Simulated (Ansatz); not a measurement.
**AlRu: a sweep of the PAW cutoff**

How much do the results for AlRu depend on the PAW cutoff?

Method: DFT, PBE, PAW with Ansatz's default frozen-core files, scalar-relativistic, in Ansatz 0.2.0.

## (1) The system as given

It takes space group Pm-3m (No. 221, cubic). The conventional cell has a = 2.992 Å, b = 2.992 Å, c = 2.992 Å, α = 90.00°, β = 90.00°, γ = 90.00°. Al (site symmetry m-3m) has 8 Ru at 2.59 Å in its first shell of neighbours. Ru (site symmetry m-3m) is surrounded by 8 Al at 2.59 Å.

Structure file:

```
Al Ru
1.0
     2.99160    0.00000    0.00000
     0.00000    2.99160    0.00000
     0.00000    0.00000    2.99160
Al Ru
1 1
Cartesian
  0.0000 0.0000 0.0000
  1.4958 1.4958 1.4958
```

The cell comes from a crystallographic database entry that wasn't checked; take it as a given geometry, which may be far from equilibrium.

Atoms are numbered in the order of the input: Al1, Ru2.

## (2) With PAW files, cutoff 250 eV

Input file input.yaml:

```yaml
crystal:
  lattice:
    - [2.9916, 0.0, 0.0]
    - [0.0, 2.9916, 0.0]
    - [0.0, 0.0, 2.9916]
  atoms:
    - { symbol: Al, position: [0.0, 0.0, 0.0] }
    - { symbol: Ru, position: [0.5, 0.5, 0.5] }
kpoints:
  mp_grid: { grid: [12, 12, 12] }
scf:
  occupations: { method: fermi_dirac, width: 0.05 }
hamiltonian:
  xc: pbe
  pseudopotentials: { kind: paw }
output:
  forces: true
  stress: true
  eigenvalues: true
  efg: { contact_densities: true }
basis:
  ecutwfc: 250
```

The run is started by

```console
ansatz run input.yaml --threads 1 --pin off --max-ram 2048MiB --backend cpu --events-out ev --progress --plain --runs-dir out
```

The program printed, cut to the lines that bear on the results:

```text
Warning: basis.ecutwfc = 250 eV is below the records' recommended 420 eV, and the density's cutoff is lower with it unless basis.ecutrho_ratio is high enough to keep the records' density cutoff: compare with a run at a higher cutoff
Ru: output.efg is read without spin–orbit coupling, which moves field gradients at and beside such atoms by some per cent and up to a factor of two; PAW files take it under magnetization.noncollinear and magnetization.spin_orbit
[...]
Pseudopotentials: kind: paw
Pseudopotential: Al, paw, valence charge 3, recommended cutoff 420 eV (normal)
Pseudopotential: Ru, paw, valence charge 16, recommended cutoff 420 eV (normal)
Functional definition: PBE
[...]
Crystal: 2 atoms, lattice volume = 26.774 Å³
Basis set: ecut = 250 eV, 251 PW (Γ), exchange–correlation on 32×32×32 points (8 copies of the dense FFT grid, shifted against one another)
Bands: 14, of which v1, the nominal top of the filled ones, is band 10 counted from 1 (9 counted from 0)
Symmetry: 48 space group operations
Space group: Pm-3m (ITA 221), of the structure as read, at distance tolerance 3.0e-5 Å
k-points: 84 of 1728
[...]
SCF iter   1: F=—  HF=-6415.920592 eV  |F-HF|=—  |Δ(HF+E_count)|=         —  Δρ=3.31e-2  dr2=1.41e-1  ethr=1.77e-3  ⟨swp⟩=5.1  Hψ=5531  notcnv=0
[...]
SCF iter   6: F=-6415.885281 eV  HF=-6415.885281 eV  |F-HF|=1.54e-9  |Δ(HF+E_count)|=   1.15e-8  Δρ=3.54e-6  dr2=2.40e-9  ethr=5.09e-10  ⟨swp⟩=2.4  Hψ=3640  notcnv=0
[...]
SCF converged after 6 iterations
Free energy (F): -6415.885281 eV
[...]
E sigma→0 (E₀):  -6415.879524 eV
Entropy (-TS):   -0.011513 eV (-5.757 meV/atom)
Fermi energy:    16.091791 eV
[...]
--- Forces (eV/Å), atoms counted from 1 ---
  atom   1  Al    -0.00000000     0.00000000     0.00000000
  atom   2  Ru     0.00000000    -0.00000000    -0.00000000
[...]
--- Stress (GPa, compression-positive) ---
        1.746977       0.000000      -0.000000
       -0.000000       1.746977       0.000000
        0.000000       0.000000       1.746977
  P = ⅓ Tr σ = 1.7470 GPa (17.470 kbar)
--- PAW observables at the nuclei: V_zz in 10²¹ V/m², potentials from the cell's mean, atoms counted from 1 ---
  atom   1  Al V_zz =    -0.000000   η = 0.0000   by run symmetry: forbidden
            electrostatic potential = -1239.531263 V   contact ρ = 10083.442803 e/Å³
  atom   2  Ru V_zz =    +0.000000   η = 0.0000   by run symmetry: forbidden
            electrostatic potential = -6797.631220 V   contact ρ = 719471.261558 e/Å³
--- Band table (eV; the first three rows and the last of 84) ---
  k-point 0: bands = ["-56.0526", "-25.8797", "-25.8797", "-25.8797", "6.4595", "12.5583", "12.5583", "16.2232", "16.2232", "16.2232", "22.2970", "22.2970", "22.2970", "27.0301"]
[...]
```

Run time: 2.6 s. Hardware: 1 thread of Arm Neoverse V1, shared host; peak memory 0.32 GiB.

In short: pressure 1.75 GPa; no gap.

## (3) With PAW files, cutoff 300 eV

input.yaml: that of step 2 with these lines changed.

```diff
@@ -20,3 +20,7 @@
   efg: { contact_densities: true }
+  write_density: true
+  write_potential: true
+  elf: true
+  volumetric_format: npy
 basis:
-  ecutwfc: 250
+  ecutwfc: 300
```

The run is started by

```console
ansatz run input.yaml --threads 1 --pin off --max-ram 2048MiB --backend cpu --events-out ev --progress --plain --runs-dir out
```

The program printed, cut to the lines that bear on the results:

```text
Warning: basis.ecutwfc = 300 eV is below the records' recommended 420 eV, and the density's cutoff is lower with it unless basis.ecutrho_ratio is high enough to keep the records' density cutoff: compare with a run at a higher cutoff
Ru: output.efg is read without spin–orbit coupling, which moves field gradients at and beside such atoms by some per cent and up to a factor of two; PAW files take it under magnetization.noncollinear and magnetization.spin_orbit
[...]
[... 4 set-up lines as earlier in the session ...]
[...]
Crystal: 2 atoms, lattice volume = 26.774 Å³
Basis set: ecut = 300 eV, 305 PW (Γ), exchange–correlation on 36×36×36 points (8 copies of the dense FFT grid, shifted against one another)
Bands: 14, of which v1, the nominal top of the filled ones, is band 10 counted from 1 (9 counted from 0)
[...]
E sigma→0 (E₀):  -6417.275581 eV
Entropy (-TS):   -0.011830 eV (-5.915 meV/atom)
Fermi energy:    16.109236 eV
[...]
--- Forces (eV/Å), atoms counted from 1 ---
  atom   1  Al    -0.00000000     0.00000000     0.00000000
  atom   2  Ru     0.00000000     0.00000000     0.00000000
[...]
--- Stress (GPa, compression-positive) ---
        3.177585      -0.000000       0.000000
       -0.000000       3.177585       0.000000
        0.000000      -0.000000       3.177585
  P = ⅓ Tr σ = 3.1776 GPa (31.776 kbar)
--- PAW observables at the nuclei: V_zz in 10²¹ V/m², potentials from the cell's mean, atoms counted from 1 ---
  atom   1  Al V_zz =    +0.000000   η = 0.0000   by run symmetry: forbidden
            electrostatic potential = -1239.530115 V   contact ρ = 10083.356770 e/Å³
  atom   2  Ru V_zz =    +0.000000   η = 0.0000   by run symmetry: forbidden
            electrostatic potential = -6799.011326 V   contact ρ = 719473.180056 e/Å³
--- Band table (eV; the first three rows and the last of 84) ---
  k-point 0: bands = ["-55.7391", "-25.6647", "-25.6647", "-25.6647", "6.4546", "12.5602", "12.5602", "16.2997", "16.2997", "16.2997", "22.2283", "22.2283", "22.2283", "27.0591"]
[...]
```

Run time: 3.3 s. Hardware: 1 thread of Arm Neoverse V1, shared host; peak memory 0.34 GiB.

Result: pressure 3.18 GPa; no gap.

## (4) With PAW files, cutoff 350 eV

input.yaml: that of step 3 with these lines changed.

```diff
@@ -20,7 +20,3 @@
   efg: { contact_densities: true }
-  write_density: true
-  write_potential: true
-  elf: true
-  volumetric_format: npy
 basis:
-  ecutwfc: 300
+  ecutwfc: 350
```

The run is started by

```console
ansatz run input.yaml --threads 1 --pin off --max-ram 2048MiB --backend cpu --events-out ev --progress --plain --runs-dir out
```

The program printed, cut to the lines that bear on the results:

```text
Warning: basis.ecutwfc = 350 eV is below the records' recommended 420 eV, and the density's cutoff is lower with it unless basis.ecutrho_ratio is high enough to keep the records' density cutoff: compare with a run at a higher cutoff
Ru: output.efg is read without spin–orbit coupling, which moves field gradients at and beside such atoms by some per cent and up to a factor of two; PAW files take it under magnetization.noncollinear and magnetization.spin_orbit
[...]
[... 4 set-up lines as earlier in the session ...]
[...]
Crystal: 2 atoms, lattice volume = 26.774 Å³
Basis set: ecut = 350 eV, 389 PW (Γ), exchange–correlation on 40×40×40 points (8 copies of the dense FFT grid, shifted against one another)
Bands: 14, of which v1, the nominal top of the filled ones, is band 10 counted from 1 (9 counted from 0)
[...]
E sigma→0 (E₀):  -6417.455573 eV
Entropy (-TS):   -0.011889 eV (-5.944 meV/atom)
Fermi energy:    16.105206 eV
[...]
--- Forces (eV/Å), atoms counted from 1 ---
  atom   1  Al    -0.00000000     0.00000000     0.00000000
  atom   2  Ru     0.00000000    -0.00000000     0.00000000
[...]
--- Stress (GPa, compression-positive) ---
        2.514349       0.000000       0.000000
        0.000000       2.514349       0.000000
        0.000000       0.000000       2.514349
  P = ⅓ Tr σ = 2.5143 GPa (25.143 kbar)
--- PAW observables at the nuclei: V_zz in 10²¹ V/m², potentials from the cell's mean, atoms counted from 1 ---
  atom   1  Al V_zz =    +0.000000   η = 0.0000   by run symmetry: forbidden
            electrostatic potential = -1239.539300 V   contact ρ = 10083.324162 e/Å³
  atom   2  Ru V_zz =    +0.000000   η = 0.0000   by run symmetry: forbidden
            electrostatic potential = -6799.270096 V   contact ρ = 719473.542727 e/Å³
--- Band table (eV; the first three rows and the last of 84) ---
  k-point 0: bands = ["-55.6883", "-25.6380", "-25.6380", "-25.6380", "6.4549", "12.5504", "12.5504", "16.2920", "16.2920", "16.2920", "22.2054", "22.2054", "22.2054", "27.0440"]
[...]
```

It took 2.9 s on 1 thread of Arm Neoverse V1, shared host; peak memory 0.32 GiB.

This run gives: pressure 2.51 GPa; no gap.

## (5) With PAW files, cutoff 500 eV

input.yaml: that of step 4 with these lines changed.

```diff
@@ -21,2 +21,2 @@
 basis:
-  ecutwfc: 350
+  ecutwfc: 500
```

The run is started by

```console
ansatz run input.yaml --threads 1 --pin off --max-ram 2048MiB --backend cpu --events-out ev --progress --plain --runs-dir out
```

The program printed, cut to the lines that bear on the results:

```text
Ru: output.efg is read without spin–orbit coupling, which moves field gradients at and beside such atoms by some per cent and up to a factor of two; PAW files take it under magnetization.noncollinear and magnetization.spin_orbit
[...]
[... 4 set-up lines as earlier in the session ...]
[...]
Crystal: 2 atoms, lattice volume = 26.774 Å³
Basis set: ecut = 500 eV, 691 PW (Γ), exchange–correlation on 48×48×48 points (8 copies of the dense FFT grid, shifted against one another)
Bands: 14, of which v1, the nominal top of the filled ones, is band 10 counted from 1 (9 counted from 0)
[... 2 set-up lines as earlier in the session ...]
k-points: 84 of 1728
[...]
--- Forces (eV/Å), atoms counted from 1 ---
  atom   1  Al     0.00000000    -0.00000000    -0.00000000
  atom   2  Ru     0.00000000     0.00000000     0.00000000
[...]
--- Stress (GPa, compression-positive) ---
        2.471141       0.000000       0.000000
       -0.000000       2.471141       0.000000
        0.000000       0.000000       2.471141
  P = ⅓ Tr σ = 2.4711 GPa (24.711 kbar)
--- PAW observables at the nuclei: V_zz in 10²¹ V/m², potentials from the cell's mean, atoms counted from 1 ---
  atom   1  Al V_zz =    +0.000000   η = 0.0000   by run symmetry: forbidden
            electrostatic potential = -1239.551004 V   contact ρ = 10083.315732 e/Å³
  atom   2  Ru V_zz =    -0.000000   η = 0.0000   by run symmetry: forbidden
            electrostatic potential = -6799.259259 V   contact ρ = 719473.444640 e/Å³
--- Band table (eV; the first three rows and the last of 84) ---
  k-point 0: bands = ["-55.6874", "-25.6371", "-25.6371", "-25.6371", "6.4549", "12.5491", "12.5491", "16.2902", "16.2902", "16.2902", "22.1964", "22.1964", "22.1964", "27.0450"]
[...]
```

It took 3.8 s on 1 thread of Arm Neoverse V1, shared host; peak memory 0.35 GiB.

Read from it: pressure 2.47 GPa; no gap.

## (6) With PAW files, cutoff 800 eV

input.yaml: that of step 5 with these lines changed.

```diff
@@ -21,2 +21,2 @@
 basis:
-  ecutwfc: 500
+  ecutwfc: 800
```

The run is started by

```console
ansatz run input.yaml --threads 1 --pin off --max-ram 2048MiB --backend cpu --events-out ev --progress --plain --runs-dir out
```

The program printed, cut to the lines that bear on the results:

```text
Ru: output.efg is read without spin–orbit coupling, which moves field gradients at and beside such atoms by some per cent and up to a factor of two; PAW files take it under magnetization.noncollinear and magnetization.spin_orbit
[...]
[... 4 set-up lines as earlier in the session ...]
[...]
Crystal: 2 atoms, lattice volume = 26.774 Å³
Basis set: ecut = 800 eV, 1357 PW (Γ), exchange–correlation on 60×60×60 points (8 copies of the dense FFT grid, shifted against one another)
Bands: 14, of which v1, the nominal top of the filled ones, is band 10 counted from 1 (9 counted from 0)
[... 2 set-up lines as earlier in the session ...]
k-points: 84 of 1728
[...]
--- Forces (eV/Å), atoms counted from 1 ---
  atom   1  Al    -0.00000000     0.00000000    -0.00000000
  atom   2  Ru     0.00000000    -0.00000000     0.00000000
[...]
--- Stress (GPa, compression-positive) ---
        2.459780       0.000000       0.000000
        0.000000       2.459780       0.000000
        0.000000       0.000000       2.459780
  P = ⅓ Tr σ = 2.4598 GPa (24.598 kbar)
--- PAW observables at the nuclei: V_zz in 10²¹ V/m², potentials from the cell's mean, atoms counted from 1 ---
  atom   1  Al V_zz =    +0.000000   η = 0.0000   by run symmetry: forbidden
            electrostatic potential = -1239.550493 V   contact ρ = 10083.315590 e/Å³
  atom   2  Ru V_zz =    +0.000000   η = 0.0000   by run symmetry: forbidden
            electrostatic potential = -6799.261356 V   contact ρ = 719473.455159 e/Å³
--- Band table (eV; the first three rows and the last of 84) ---
  k-point 0: bands = ["-55.6882", "-25.6376", "-25.6376", "-25.6376", "6.4547", "12.5491", "12.5491", "16.2900", "16.2900", "16.2900", "22.1961", "22.1961", "22.1961", "27.0449"]
[...]
```

It took 5.7 s on 1 thread of Arm Neoverse V1, shared host; peak memory 0.39 GiB.

This run gives: pressure 2.46 GPa; no gap.

## (7) The sweep in one table

```
cutoff (eV)  energy from the last row (meV/atom)  pressure (GPa)  SCF cycles, by the record's count   time
        250                               797.66            1.75                                  6  2.6 s
        300                                99.63            3.18                                  6  3.3 s
        350                                 9.64            2.51                                  6  2.9 s
        500                                 0.42            2.47                                  6  3.8 s
        800                                 0.00            2.46                                  6  5.7 s
```

Energies are those extrapolated to zero smearing.

## (8) Outcome

| quantity | value |
| --- | --- |
| energy error of the loosest run (PAW) | 797.7 meV/atom |
| within 1 meV/atom from | cutoff 500 eV |
| pressure, lowest to highest (PAW) | 1.75 to 3.18 GPa |

**Reading.** The loosest usable run is off by 797.7 meV/atom from the tightest; from cutoff 500 eV on, all lie within 1 meV/atom of it. The energy falls at every step, as a growing basis should make it. The pressure spans 1.43 GPa (PAW). The tightest run took 5.7 s against 2.6 s for the loosest.
